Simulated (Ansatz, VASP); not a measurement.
## Al (Al wire along [110], 14 atoms a period): VASP beside Ansatz

Aim: how closely do two programs agree when they are given the same cell, functional and k mesh? The structure shown is the start of the Ansatz relaxation below; VASP solves that cell, so the two are compared at the walk's first step.

Main program and level: Ansatz 0.2.0; plane waves, with VASP 6.6.1 beside it; single point at PBE.

## Step 1: Set-up

The cell holds 14 atoms: 14 Al. Cell: a = 14.880 Å, b = 15.370 Å, c = 2.857 Å, α = 90.0°, β = 90.0°, γ = 90.0°. Vacuum lies along a and b. The structure's axis is c.

## Step 2: Ansatz: relaxation, PBE

Ansatz runs on its PAW soft_1 files.

The two programs are compared at the cell with which this relaxation starts, whose forces are those of its first step.

Contents of input.yaml:

```yaml
crystal:
  lattice:
    - [14.88, 0.0, 0.0]
    - [0.0, 15.37, 0.0]
    - [0.0, 0.0, 2.856711396]
  atoms:
    - { symbol: Al, position: [0.364247312, 0.314141555, 0.0] }
    - { symbol: Al, position: [0.364247312, 0.500004365, 0.0] }
    - { symbol: Al, position: [0.635752688, 0.314141555, 0.0] }
    - { symbol: Al, position: [0.635752688, 0.500004365, 0.0] }
    - { symbol: Al, position: [0.228494624, 0.40707296, 0.5] }
    - { symbol: Al, position: [0.228494624, 0.59293577, 0.5] }
    - { symbol: Al, position: [0.5, 0.22121015, 0.5] }
    - { symbol: Al, position: [0.5, 0.40707296, 0.5] }
    - { symbol: Al, position: [0.5, 0.59293577, 0.5] }
    - { symbol: Al, position: [0.5, 0.778798581, 0.5] }
    - { symbol: Al, position: [0.771505376, 0.40707296, 0.5] }
    - { symbol: Al, position: [0.771505376, 0.59293577, 0.5] }
    - { symbol: Al, position: [0.364247312, 0.685867176, 0.0] }
    - { symbol: Al, position: [0.635752688, 0.685867176, 0.0] }
kpoints:
  mp_grid: { grid: [1, 1, 29] }
scf:
  occupations: { method: fermi_dirac, width: 0.05 }
hamiltonian:
  xc: pbe
  pseudopotentials: { kind: paw, azcp: { folder: soft_1 } }
relax:
  cell: { fix: [a, b, alpha, beta, gamma] }
  max_steps: 45
  f_tol: 0.03
```

Started as:

```bash
ansatz run input.yaml --threads 4 --pin off --max-ram 16384MiB --backend cpu --events-out ev --progress --plain --runs-dir out
```

Numbers of over 12 decimals in the logs are rounded to 6 here.

The program printed:

```text
Engine: ansatz 0.2.0, aarch64-unknown-linux-gnu
Pseudopotentials: kind: paw
Pseudopotential: Al, paw, valence charge 3, recommended cutoff 420 eV (normal), soft_1/Al.paw.azcp
Functional definition: PBE
  parameter kappa = 0.804
  parameter beta = 0.066725
  exchange = pbe_x(kappa = kappa, mu = beta*pi^2/3)
  correlation = pbe_c(beta = beta)
Crystal: 14 atoms, lattice volume = 653.346 Å³
Basis set: ecut = 420 eV, 12775 PW (Γ), exchange–correlation on 200×216×40 points (8 copies of the dense FFT grid, shifted against one another)
Bands: 35, of which v1, the nominal top of the filled ones, is band 21 counted from 1 (20 counted from 0)
Symmetry: 8 space group operations
Space group: Pmmm (ITA 47), of the structure as read, at distance tolerance 8.7e-5 Å
k-points: 15 of 29
Non-local potential: Al, projectors of the file, l = 0: 2, l = 1: 2, l = 2: 1
PAW form: soft (Blöchl's): semilocal exchange-correlation on the pseudo side does not see the compensation charge
PAW one-centre angular grid: Al, 110 points (default); XC on 64 Gauss nodes
Initial density: superposition of atomic densities (neutral atoms: chi_scale 0, normalization atom)
Initial wavefunctions: pseudopotential atomic-orbital guess
Functional: x = pbe(κ = 0.804, μ = 0.219515), c = pbe(β = 0.066725)
SCF iter   1: F=—  HF=-7522.530602 eV  |F-HF|=—  |Δ(HF+E_count)|=         —  Δρ=1.91e-2  dr2=2.38e1  ethr=3.10e-3  ⟨swp⟩=8.9  Hψ=3331  notcnv=0  defer=4
preconditioner: auto → LDOS  [metal: Δε(μ)=0.038 eV  Ē_g=6.154 eV  σ=0.050 eV  W_gap=0.18  n_scr=52 (ndim 8)  ℏωp=9.4 eV  f_vac=0.384  D(μ)=9.44/eV (n_scr^D=44)  β→1.0]
SCF iter   2: F=—  HF=-7519.294458 eV  |F-HF|=—  |Δ(HF+E_count)|=    3.24e0  Δρ=1.02e-2  dr2=1.29e0  ethr=3.10e-3  ⟨swp⟩=4.0  Hψ=1397  notcnv=0  defer=45
SCF iter   3: F=—  HF=-7519.346800 eV  |F-HF|=—  |Δ(HF+E_count)|=   5.23e-2  Δρ=2.29e-3  dr2=3.94e-1  ethr=3.07e-3  ⟨swp⟩=2.8  Hψ=936  notcnv=0  defer=45
SCF iter   4: F=—  HF=-7519.309539 eV  |F-HF|=—  |Δ(HF+E_count)|=   3.73e-2  Δρ=8.63e-4  dr2=5.55e-2  ethr=9.39e-4  ⟨swp⟩=2.9  Hψ=878  notcnv=0  defer=46
SCF iter   5: F=—  HF=-7519.304954 eV  |F-HF|=—  |Δ(HF+E_count)|=   4.58e-3  Δρ=3.10e-4  dr2=3.37e-3  ethr=1.32e-4  ⟨swp⟩=3.3  Hψ=873  notcnv=0  defer=47
SCF iter   6: F=—  HF=-7519.304686 eV  |F-HF|=—  |Δ(HF+E_count)|=   2.68e-4  Δρ=8.93e-5  dr2=2.55e-4  ethr=8.01e-6  ⟨swp⟩=2.3  Hψ=782  notcnv=0  defer=47
SCF iter   7: F=—  HF=-7519.304684 eV  |F-HF|=—  |Δ(HF+E_count)|=   1.85e-6  Δρ=2.13e-5  dr2=1.05e-5  ethr=6.08e-7  ⟨swp⟩=2.7  Hψ=788  notcnv=0  defer=47
SCF iter   8: F=—  HF=-7519.304522 eV  |F-HF|=—  |Δ(HF+E_count)|=   1.62e-4  Δρ=6.85e-6  dr2=8.02e-7  ethr=2.50e-8  ⟨swp⟩=2.3  Hψ=879  notcnv=0  defer=47
SCF iter   9: F=—  HF=-7519.304522 eV  |F-HF|=—  |Δ(HF+E_count)|=   9.18e-8  Δρ=1.92e-6  dr2=1.11e-7  ethr=2.38e-10  ⟨swp⟩=5.7  Hψ=1919  notcnv=0
SCF iter  10: F=-7519.304522 eV  HF=-7519.304522 eV  |F-HF|=3.57e-9  |Δ(HF+E_count)|=  2.47e-10  Δρ=5.33e-7  dr2=6.50e-9  ethr=2.38e-10  ⟨swp⟩=4.3  Hψ=1553  notcnv=0
SCF 1 converged in 10 iterations: F = -7519.304522 eV  dr2 = 6.50e-9
  greatest PAW one-centre occupation: 0.487 electrons in one spin orbital (limit 2), on the Al atom at site 9 (counted from 0), in its partial waves of l = 0
relax step   1: F+E_penalty+E_count = -7519.30452244 eV  Δ(F+E_penalty+E_count) = +0.000e0 eV  max|allowed force component| = 3.079e-1 eV/Å  Δτ_max = 0.0000 Å  P = -0.960 GPa  Ω = 653.346 Å³  fix = [a, b, alpha, beta, gamma]  reactions: a +0.097, b -1.011 GPa  (10 SCF iters, dr2 threshold 1.00e-7 eV, accepted)
[...]
relax step   6: F+E_penalty+E_count = -7519.69884727 eV  Δ(F+E_penalty+E_count) = -1.538e-3 eV  max|allowed force component| = 1.062e-2 eV/Å  Δτ_max = 0.0178 Å  P = +0.089 GPa  Ω = 611.647 Å³  energy of the carried Pulay correction = +3.402e-3 eV  fix = [a, b, alpha, beta, gamma]  reactions: a +0.135, b +0.047 GPa  (5 SCF iters, dr2 threshold 8.94e-8 eV, accepted)
[...]
relax step   7: F+E_penalty+E_count = -7519.69909865 eV  Δ(F+E_penalty+E_count) = -2.514e-4 eV  max|allowed force component| = 2.330e-3 eV/Å  Δτ_max = 0.0050 Å  P = +0.046 GPa  Ω = 612.336 Å³  energy of the carried Pulay correction = +3.344e-3 eV  fix = [a, b, alpha, beta, gamma]  reactions: a +0.095, b +0.045 GPa  (5 SCF iters, dr2 threshold 1.84e-8 eV, accepted)
[...]
relax step   8: F+E_penalty+E_count = -7519.69733073 eV  Δ(F+E_penalty+E_count) = +1.768e-3 eV  max|allowed force component| = 2.334e-3 eV/Å  Δτ_max = 0.0000 Å  P = +0.040 GPa  Ω = 612.336 Å³  fix = [a, b, alpha, beta, gamma]  reactions: a +0.091, b +0.041 GPa  stress off target by 1.27e-2 GPa on what of the cell is left free  SCF on the basis re-selected at this cell (its energy is not comparable with the rows above)  (5 SCF iters)
basis re-selected at this cell: Δ(F+E_penalty+E_count) = +1.768e-3 eV, ΔP = -0.006 GPa vs the last step (what re-selecting the basis moved, of the pressure what is left beyond the Pulay correction that the steps carried, after the strain that the cell walked since its last selection, with what the two solves' SCF thresholds leave and, on support functions, any second-order correction that the steps lacked; it is no measure of the basis error at this ecutwfc). The dense FFT grid was sized anew with the basis: this SCF ran on 100×108×18 points, the steps before it on 100×108×20, so part of this shift can come from that change (see relax.cell in the input reference). [rest of the remark cut]
SCF converged after 5 iterations
Free energy (F): -7519.697331 eV
Harris-Foulkes:  -7519.697331 eV  (|F-HF|=1.91e-11)
Internal energy: -7519.644471 eV  (E = F + TS)
E sigma→0 (E₀):  -7519.670901 eV
Entropy (-TS):   -0.052859 eV (-3.776 meV/atom)
Fermi energy:    0.520614 eV
--- Per-component energies (eV) ---
  E_band       = -147.079159
  E_kinetic    = 298.758676
  E_local      = -3662.318464  (includes V_loc(G=0)·N_el)
  E_nonlocal   = 143.994813
  E_hartree    = 1757.348438
  E_xc         = -516.243920
  E_vxc        = -392.757968  (∫ρ·V_xc dr)
  E_paw        = -6572.122014  (= ΣΔE_a)
  E_vpaw       = -49.452808  (= ΣTr[D̂ρ^β])
  E_aug_tail   = -0.000026  (compensation charges beyond the density's cutoff)
  E_ewald      = 1030.938025
  E_smearing   = -0.052859  (= −TS)
  E_closure    = -0.000000  (closes the sum)
  Σ components = -7519.697331   (vs F -7519.697331, Δ=0.00e0)
--- Forces (eV/Å), atoms counted from 1 ---
  atom   1  Al     0.00152703    -0.00087681     0.00000000
  atom   2  Al     0.00079091     0.00000000     0.00000000
  atom   3  Al    -0.00152703    -0.00087681     0.00000000
  atom   4  Al    -0.00079091     0.00000000     0.00000000
  atom   5  Al    -0.00074532    -0.00041395     0.00000000
  atom   6  Al    -0.00074532     0.00041395     0.00000000
  atom   7  Al     0.00000000     0.00233420     0.00000000
  atom   8  Al     0.00000000    -0.00156252     0.00000000
  atom   9  Al     0.00000000     0.00156252     0.00000000
  atom  10  Al     0.00000000    -0.00233420     0.00000000
  atom  11  Al     0.00074532    -0.00041395     0.00000000
  atom  12  Al     0.00074532     0.00041395     0.00000000
  atom  13  Al     0.00152703     0.00087681     0.00000000
  atom  14  Al    -0.00152703     0.00087681     0.00000000
  max |Σ_I F_I| component: 2.17e-19 eV/Å
--- Stress (GPa, compression-positive) ---
        0.090863       0.000000       0.000000
        0.000000       0.040587       0.000000
        0.000000       0.000000      -0.012747
  P = ⅓ Tr σ = 0.0396 GPa (0.396 kbar)
--- Relaxed structure (7 steps of the walk, 6 accepted, 1 SCFs on fresh bases) ---
  F+E_penalty+E_count = -7519.69733073 eV   max|allowed force component| = 2.334e-3 eV/Å   (the final SCF, on the basis selected at the relaxed cell)
  cell:  # Å, volume = 612.3360 Å³
    - [14.88, 0.0, 0.0]
    - [0.0, 15.37, 0.0]
    - [0.0, 0.0, 2.677398]
  atoms:
    - { symbol: Al, position: [0.353660, 0.312617, 0.0] }
    - { symbol: Al, position: [0.363138, 0.5, 0.0] }
    - { symbol: Al, position: [0.646340, 0.312617, 0.0] }
    - { symbol: Al, position: [0.636862, 0.5, 0.0] }
    - { symbol: Al, position: [0.219811, 0.408651, 0.500000] }
    - { symbol: Al, position: [0.219811, 0.591349, 0.500000] }
    - { symbol: Al, position: [0.5, 0.227833, 0.500000] }
    - { symbol: Al, position: [0.5, 0.405381, 0.500000] }
    - { symbol: Al, position: [0.5, 0.594619, 0.500000] }
    - { symbol: Al, position: [0.5, 0.772167, 0.500000] }
    - { symbol: Al, position: [0.780189, 0.408651, 0.500000] }
    - { symbol: Al, position: [0.780189, 0.591349, 0.500000] }
    - { symbol: Al, position: [0.353660, 0.687383, 0.0] }
    - { symbol: Al, position: [0.646340, 0.687383, 0.0] }
```

The column dr2 measures how far the density is from self-consistency, as an energy; F and HF (Harris–Foulkes) agree once it is small.

(Part 1 of 2 ends here.)

[Lines on the potential files, build, host, timing and source positions are cut from VASP's logs without a mark.]

[Logs are printed without paths, hosts, clocks, repeated set-up lines and the standing remarks that a program may print on its own settings, such as how far it seeks lower states.]

[Hosts, paths, dates, database ids (printed as entryN), source tags and the programs' standing remarks are cut or masked in the printed files.]
